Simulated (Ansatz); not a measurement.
Crystal: TaN.

```xyz
2
Lattice="2.9380 0.0000 0.0000 -1.4690 2.5444 0.0000 0.0000 0.0000 2.8830" Properties=species:S:1:pos:R:3 pbc="T T T"
Ta    0.0000    0.0000    1.4415
N     1.4690    0.8481    0.0000
```

Program: Ansatz 0.2.0. Alike in all runs: potentials or basis Ansatz PAW; no spin polarisation; cell as given; k mesh 5 × 5 × 5; smearing fermi-dirac 0.05 eV; the mesh is coarse, so values aren't converged.

**Question.** Order these runs on this cell by their pressure, lowest first.
A. level HF; cutoff (eV) 420
B. level r2SCANh; cutoff (eV) 500
C. level HSEsol; cutoff (eV) 420; points for each segment of the path 4
D. level r2SCAN0; cutoff (eV) 500

**Answer.** C (-9.7 GPa), D (-5.9 GPa), B (-2.6 GPa), A (5.3 GPa).

Caveats: all runs use coarse meshes; the PAW data sets come from PBE, with cores solved anew for the run's functional, which leaves a small shift of forces and pressure; the thresholds are loose for stress.
